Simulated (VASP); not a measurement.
# TiO2 (Anatase) (I4_1/amd) in VASP: further runs

The runs below take TiO2 (Anatase) through single point, with PBE.

All numbers are computed with VASP 6.6.1; they aren't measurements. Logs are shortened: lines on timing, memory, paths and dates and some standing lists are left out, and cuts for length are marked.

### 1 Starting point

The structure is tetragonal, space group I4_1/amd (No. 141). The conventional cell has a = 3.784 Å, b = 3.784 Å, c = 9.515 Å, α = 90.00°, β = 90.00°, γ = 90.00°. Ti (site symmetry -4m2) has 6 O at 1.93 to 1.98 Å as nearest neighbours. Around O (site symmetry 2mm) lie 3 Ti at 1.93 to 1.98 Å.

### 2 Single point, PBE

File INCAR:

```
PREC = Accurate ; ENCUT = 460
EDIFF = 1E-7 ; ISMEAR = 0
SIGMA = 0.01 ; LREAL = False
LASPH = True ; NELM = 100
ALGO = Normal ; ISIF = 2
LWAVE = False ; LCHARG = False
GGA = PE ; ADDGRID = False
```

File KPOINTS:

```
regular mesh
0
Gamma
  5 5 5
```

File POSCAR:

```
TiO2
1.0
   -1.8921000000      1.8921000000      4.7573000000
    1.8921000000     -1.8921000000      4.7573000000
    1.8921000000      1.8921000000     -4.7573000000
Ti O
2 4
Direct
    0.7500000000      0.2500000000      0.5000000000
    0.0000000000      0.0000000000      0.0000000000
    0.7919000000      0.7919000000      0.0000000000
    0.5419000000      0.0419000000      0.5000000000
    0.9581000000      0.4581000000      0.5000000000
    0.2081000000      0.2081000000      0.0000000000
```

Potentials or basis: VASP PAW PBE potentials, release 64 (Ti, O).

On the command line:

```bash
$ cat potpaw_PBE.64/Ti/POTCAR potpaw_PBE.64/O/POTCAR > POTCAR
$ mpirun -np 1 vasp_std > vasp.out
```

OUTCAR:

```text
PREC = Accurate
   ENCUT = 460
   EDIFF = 1E-7
   ISMEAR = 0
   LREAL = False
   LASPH = True
   NELM = 100
   ISIF = 2
   GGA = PE

 Found     18 irreducible k-points:

 Following reciprocal coordinates:
            Coordinates               Weight
  0.000000  0.000000  0.000000      1.000000
  0.200000 -0.000000  0.000000      8.000000
  0.400000  0.000000  0.000000      8.000000
  0.200000  0.200000  0.000000      8.000000
  0.400000  0.200000  0.000000     16.000000
 -0.400000  0.200000 -0.000000     16.000000
   k-points           NKPTS =     18   k-points in BZ     NKDIM =     18   number of bands    NBANDS=     20
   number of dos      NEDOS =    301   number of ions     NIONS =      6
   total plane-waves  NPLWV =  64000
   dimension x,y,z NGX =    40 NGY =   40 NGZ =   40
   dimension x,y,z NGXF=    80 NGYF=   80 NGZF=   80
   ions per type =               2   4
   NGX,Y,Z   is equivalent  to a cutoff of  12.18, 12.18, 12.18 a.u.
   NGXF,Y,Z  is equivalent  to a cutoff of  24.37, 24.37, 24.37 a.u.
 SYSTEM =  unknown system
   PREC   = accura    normal or accurate (medium, high low for compatibility)
   ISTART =      0    job   : 0-new  1-cont  2-samecut
   ICHARG =      2    charge: 1-file 2-atom 10-const
   ISPIN  =      1    spin polarized calculation?
   LNONCOLLINEAR =      F non collinear calculations
   LSORBIT =      F    spin-orbit coupling
   LASPH  =      T    aspherical Exc in radial PAW
   ENCUT  =  460.0 eV  33.81 Ry    5.81 a.u.   9.55  9.55  9.55*2*pi/ulx,y,z
   NELM   =    100;   NELMIN=  2; NELMDL= -5     # of ELM steps
   EDIFF  = 0.1E-06   stopping-criterion for ELM
   LREAL  =      F    real-space projection
   EDIFFG = 0.1E-05   stopping-criterion for IOM
   NSW    =      0    number of steps for IOM
   IBRION =     -1    ionic relax: 0-MD 1-quasi-New 2-CG
   NFREE  =      0    steps in history (QN), initial steepest desc. (CG)
   ISIF   =      2    stress and relaxation
   ISYM   =      2    0-nonsym 1-usesym 2-fastsym
   POTIM  = 0.5000    time-step for ionic-motion
   TEBEG  =    0.0;   TEEND  =   0.0 temperature during run
   PSTRESS=    0.0 pullay stress
   NELECT =      32.0000    total number of electrons
   NUPDOWN=      -1.0000    fix difference up-down
   EMIN   =  10.00;   EMAX   =-10.00  energy-range for DOS
   EFERMI =   0.00;   METHOD = LEGACY
   ISMEAR =     0;   SIGMA  =   0.01  broadening in eV -4-tet -1-fermi 0-gaus
   EFERMI_NEDOS =   21; number of points for ismear=-14 and -15
   IALGO  =     38    algorithm
   IMIX   =      4    mixing-type and parameters
     AMIX     =   0.40;   BMIX     =  1.00
     AMIX_MAG =   1.60;   BMIX_MAG =  1.00
  volume/ion in A,a.u.               =      11.35        76.62
  Fermi-wavevector in a.u.,A,eV,Ry     =   1.272590  2.404847 22.034444  1.619486
  Thomas-Fermi vector in A             =   2.405460
   LORBIT       =      0    0 simple, 1 ext, 2 COOP (PROOUT), +10 PAW based schemes
   GGA     = PE    functional components
   LHFCALC =     F    Hartree Fock is set to
   AEXX    =    0.0000 exact exchange contribution
   IVDW    =     0    specifies the selected vdW correction
   LEPSILON=     F    determine dielectric tensor
   LRPA    =     F    only Hartree local field effects (RPA)
 non-spin polarized calculation
 Gauss-broadening in eV      SIGMA  =   0.01
  energy-cutoff  :      460.00
  volume of cell :       68.13
 maximum number of plane-waves:      1547
 NGX is ok and might be reduce to    40
   NGX = 19   NGY = 19   NGZ = 19

 number of electron      31.9999996 magnetization

 Free energy of the ion-electron system (eV)
  ---------------------------------------------------
  ext. energy  EPLUGINS =         0.00000000
  ---------------------------------------------------
  free energy    TOTEN  =       -52.92744799 eV

  energy without entropy =      -52.92744799  energy(sigma->0) =      -52.92744799

 E-fermi :   0.7647     XC(G=0): -10.5256

 val. band max:        0.6899691558   @ k =  -0.4000   0.4000   0.0000
 cond. band min:       2.6427383529   @ k =   0.0000   0.0000   0.0000
 fundamental gap:      1.9527691971
 Fermi energy:         0.7646689882

 k-point     1 :       0.0000    0.0000    0.0000
  band No.  band energies     occupation
      1     -16.9981      2.00000
      2     -15.9498      2.00000
      3     -15.9368      2.00000
      4     -15.4713      2.00000
      5      -3.2719      2.00000
      6      -3.1560      2.00000
      7      -3.1560      2.00000
      8      -2.7455      2.00000
      9      -1.3968      2.00000
     10      -1.3968      2.00000
     11      -1.3297      2.00000
     12      -0.0539      2.00000
     13      -0.0539      2.00000
     14      -0.0537      2.00000
     15       0.2459      2.00000
     16       0.2459      2.00000
     17       2.6427      0.00000
     18       3.3555      0.00000
     19       4.4734      0.00000
     20       4.4740      0.00000

 k-point     2 :       0.2000   -0.0000    0.0000
  band No.  band energies     occupation
      1     -16.8199      2.00000
      2     -15.8995      2.00000
      3     -15.8531      2.00000
      4     -15.4611      2.00000
      5      -3.6535      2.00000
      6      -3.2647      2.00000
      7      -3.1195      2.00000
      8      -2.7738      2.00000
      9      -1.6676      2.00000
     10      -1.4507      2.00000
     11      -1.1568      2.00000
     12      -0.7620      2.00000
     13      -0.4494      2.00000
     14      -0.0610      2.00000
     15      -0.0499      2.00000
     16       0.2458      2.00000
     17       3.3563      0.00000
     18       3.5476      0.00000
     19       3.8738      0.00000
     20       4.1435      0.00000

 k-point     3 :       0.4000    0.0000    0.0000
  band No.  band energies     occupation
      1     -16.5284      2.00000
      2     -15.7482      2.00000
      3     -15.7153      2.00000
      4     -15.4945      2.00000
      5      -3.9419      2.00000
      6      -3.2193      2.00000
      7      -3.0427      2.00000
      8      -3.0366      2.00000
      9      -2.6430      2.00000
     10      -1.5145      2.00000
     11      -1.2953      2.00000
     12      -1.2241      2.00000
     13      -1.1662      2.00000
     14      -0.2047      2.00000
     15      -0.1340      2.00000
     16       0.1002      2.00000
     17       3.6751      0.00000
     18       3.9951      0.00000
     19       4.0795      0.00000
     20       4.1350      0.00000

 k-point     4 :       0.2000    0.2000    0.0000
  band No.  band energies     occupation
      1     -16.5888      2.00000
      2     -15.8895      2.00000
      3     -15.7608      2.00000
      4     -15.4707      2.00000
      5      -3.7422      2.00000
      6      -3.5518      2.00000
      7      -3.1568      2.00000
      8      -2.7821      2.00000
      9      -2.0992      2.00000
     10      -1.5098      2.00000
     11      -1.2790      2.00000
     12      -0.9923      2.00000
     13      -0.8083      2.00000
     14      -0.3560      2.00000
     15       0.0501      2.00000
     16       0.4141      2.00000
     17       3.4462      0.00000
     18       3.7535      0.00000
     19       3.7673      0.00000
     20       4.1294      0.00000

 k-point     5 :       0.4000    0.2000    0.0000
  band No.  band energies     occupation
      1     -16.2862      2.00000
      2     -15.7393      2.00000
      3     -15.6315      2.00000
      4     -15.4899      2.00000
      5      -3.9712      2.00000
      6      -3.6133      2.00000
      7      -3.1071      2.00000
      8      -2.9223      2.00000
      9      -2.7459      2.00000
     10      -2.3124      2.00000
     11      -1.7915      2.00000
     12      -1.3013      2.00000
     13      -0.9940      2.00000
     14      -0.3440      2.00000
     15       0.0663      2.00000
     16       0.3196      2.00000
     17       3.6016      0.00000
     18       3.7376      0.00000
     19       4.1045      0.00000
     20       4.2052      0.00000

 k-point     6 :      -0.4000    0.2000   -0.0000
  band No.  band energies     occupation
      1     -16.3611      2.00000
      2     -15.6847      2.00000
      3     -15.6431      2.00000
      4     -15.4473      2.00000
      5      -3.9198      2.00000
      6      -3.5870      2.00000
      7      -3.4098      2.00000
      8      -2.9988      2.00000
      9      -2.5040      2.00000
     10      -2.0604      2.00000
     11      -1.8663      2.00000
     12      -1.3802      2.00000
     13      -1.1127      2.00000
     14      -0.2542      2.00000
     15       0.0370      2.00000
     16       0.3124      2.00000
     17       3.5738      0.00000
     18       3.7390      0.00000
     19       4.0897      0.00000
     20       4.2690      0.00000

 [... further k-points ...]

------------------------ aborting loop because EDIFF is reached ----------------------------------------

  FORCE on cell =-STRESS in cart. coord.  units (eV):
  Direction    XX          YY          ZZ          XY          YZ          ZX
  --------------------------------------------------------------------------------------
  -------------------------------------------------------------------------------------
  Total        3.1742015      3.1742015      3.3708842      0.0000000      0.0000000      0.0000000
  in kB       74.6511272     74.6511272     79.2767283      0.0000000      0.0000000      0.0000000
  external PRESSURE =      76.1929942 kB  Pullay stress =       0.0000000 kB

 VOLUME and BASIS-vectors are now :
 -----------------------------------------------------------------------------
  energy-cutoff  :      460.00
  volume of cell :       68.13
      direct lattice vectors                 reciprocal lattice vectors
    -1.892100000  1.892100000  4.757300000     0.000000000  0.264256646  0.105101633
     1.892100000 -1.892100000  4.757300000     0.264256646  0.000000000  0.105101633
     1.892100000  1.892100000 -4.757300000     0.264256646  0.264256646  0.000000000

 POSITION                                       TOTAL-FORCE (eV/Angst)
 -----------------------------------------------------------------------------------
      0.00000      1.89210      2.37865         0.000000      0.000000     -0.000000
      0.00000      0.00000      0.00000         0.000000      0.000000     -0.000000
      0.00000      0.00000      7.53461        -0.000000      0.000000     -0.163044
      0.00000      1.89210      0.39866         0.000000     -0.000000     -0.163044
      0.00000      1.89210      4.35864         0.000000     -0.000000      0.163044
      0.00000      0.00000      1.97999        -0.000000      0.000000      0.163044
 -----------------------------------------------------------------------------------
    total drift:                                0.000000      0.000000     -0.000000

  FREE ENERGIE OF THE ION-ELECTRON SYSTEM (eV)
  ---------------------------------------------------
  free  energy   TOTEN  =       -52.9274479885 eV

  energy  without entropy=      -52.9274479885  energy(sigma->0) =      -52.92744799
```

It took 44 s on 1 thread of Intel Xeon Platinum 8488C (Sapphire Rapids), shared host; peak memory 0.24 GiB.

These settings aren't checked as converged: the numbers below hold their error.

Results:

```yaml
Free_energy: -52.9274 eV
Pressure: 7.6 GPa
Largest_force: 0.163 eV/Å
Band_gap_on_the_k_mesh: 1.95 eV, indirect (least direct gap 2.27 eV)
```

Caveat: the k mesh is coarse (spacing up to 0.47 Å⁻¹), so the values aren't converged; the cutoff is under 1.25 times the usual one of these potentials, so pressure, stress and relaxed cells hold a basis-set (Pulay) error; an odd mesh through Γ misses points on the zone boundary, where band edges often lie.

### 3 Single point, PBE

File INCAR:

```
PREC = Normal ; ENCUT = 460
EDIFF = 1E-7 ; ISMEAR = 0
SIGMA = 0.05 ; LREAL = False
LASPH = True ; NELM = 100
ALGO = Normal ; ISIF = 2
LWAVE = False ; LCHARG = False
GGA = PE ; ADDGRID = False
```

KPOINTS is that of step 2.

POSCAR is that of step 2.

Potentials or basis: VASP PAW PBE potentials, release 64 (Ti, O).

On the command line:

```bash
$ cat potpaw_PBE.64/Ti/POTCAR potpaw_PBE.64/O/POTCAR > POTCAR
$ mpirun -np 1 vasp_std > vasp.out
```

Run time: 22 s. Hardware: 1 thread of Intel Xeon Platinum 8488C (Sapphire Rapids), shared host; peak memory 0.17 GiB.

The run converged, but some of its settings lie outside the range that counts as converged, so its numbers aren't taken as properties of the crystal.

What came out:

```
Free energy            : -52.9281 eV
Pressure               : 7.6 GPa
Largest force          : 0.163 eV/Å
Band gap on the k mesh : 1.95 eV, indirect (least direct gap 2.27 eV)
```

Caveat: the k mesh is coarse (spacing up to 0.47 Å⁻¹), so the values aren't converged; the cutoff is under 1.25 times the usual one of these potentials, so pressure, stress and relaxed cells hold a basis-set (Pulay) error; an odd mesh through Γ misses points on the zone boundary, where band edges often lie.

### 4 Single point, PBE

File INCAR:

```
PREC = Accurate ; ENCUT = 460
EDIFF = 0.01 ; ISMEAR = 0
SIGMA = 0.05 ; LREAL = False
LASPH = True ; NELM = 100
ALGO = Normal ; ISIF = 2
LWAVE = False ; LCHARG = False
GGA = PE ; ADDGRID = False
```

KPOINTS is that of step 3.

POSCAR is that of step 3.

On the command line:

```bash
$ cat potpaw_PBE.64/Ti/POTCAR potpaw_PBE.64/O/POTCAR > POTCAR
$ mpirun -np 1 vasp_std > vasp.out
```

Run time: 28 s. Hardware: 1 thread of Intel Xeon Platinum 8488C (Sapphire Rapids), shared host; peak memory 0.23 GiB.

The run converged, but some of its settings lie outside the range that counts as converged, so its numbers aren't taken as properties of the crystal.

What came out:

```yaml
Free_energy: -52.9274 eV
Pressure: 9.8 GPa
Largest_force: 0.144 eV/Å
Band_gap_on_the_k_mesh: 1.96 eV, indirect (least direct gap 2.28 eV)
```

Caveat: the k mesh is coarse (spacing up to 0.47 Å⁻¹), so the values aren't converged; the cutoff is under 1.25 times the usual one of these potentials, so pressure, stress and relaxed cells hold a basis-set (Pulay) error; an odd mesh through Γ misses points on the zone boundary, where band edges often lie.

### 5 Single point, PBE

INCAR: that of step 4 with these lines changed.

```diff
@@ -1,3 +1,3 @@
 PREC = Accurate ; ENCUT = 460
-EDIFF = 0.01 ; ISMEAR = 0
+EDIFF = 1E-4 ; ISMEAR = 0
 SIGMA = 0.05 ; LREAL = False
```

KPOINTS is that of step 4.

POSCAR is that of step 4.

On the command line:

```bash
$ cat potpaw_PBE.64/Ti/POTCAR potpaw_PBE.64/O/POTCAR > POTCAR
$ mpirun -np 1 vasp_std > vasp.out
```

Run time: 36 s. Hardware: 1 thread of Intel Xeon Platinum 8488C (Sapphire Rapids), shared host; peak memory 0.23 GiB.

These settings aren't checked as converged: the numbers below hold their error.

Results:

| Item | Value |
| --- | --- |
| Free energy | -52.9275 eV |
| Pressure | 7.6 GPa |
| Largest force | 0.162 eV/Å |
| Band gap on the k mesh | 1.95 eV, indirect (least direct gap 2.27 eV) |

Caveat: the k mesh is coarse (spacing up to 0.47 Å⁻¹), so the values aren't converged; the cutoff is under 1.25 times the usual one of these potentials, so pressure, stress and relaxed cells hold a basis-set (Pulay) error; an odd mesh through Γ misses points on the zone boundary, where band edges often lie.

### 6 For comparison

An earlier run on the cell as given: functional PBEsol; potentials or basis VASP PAW PBE potentials, release 64 (Ti_sv, O); cutoff 520 eV; k mesh 10 × 10 × 10; occupations fermi-dirac, width 0.05 eV; no spin polarisation.

* Pressure: -0.4 GPa
* Largest force: 0.012 eV/Å
* Band gap on the k mesh: 2.06 eV, indirect (least direct gap 2.40 eV)
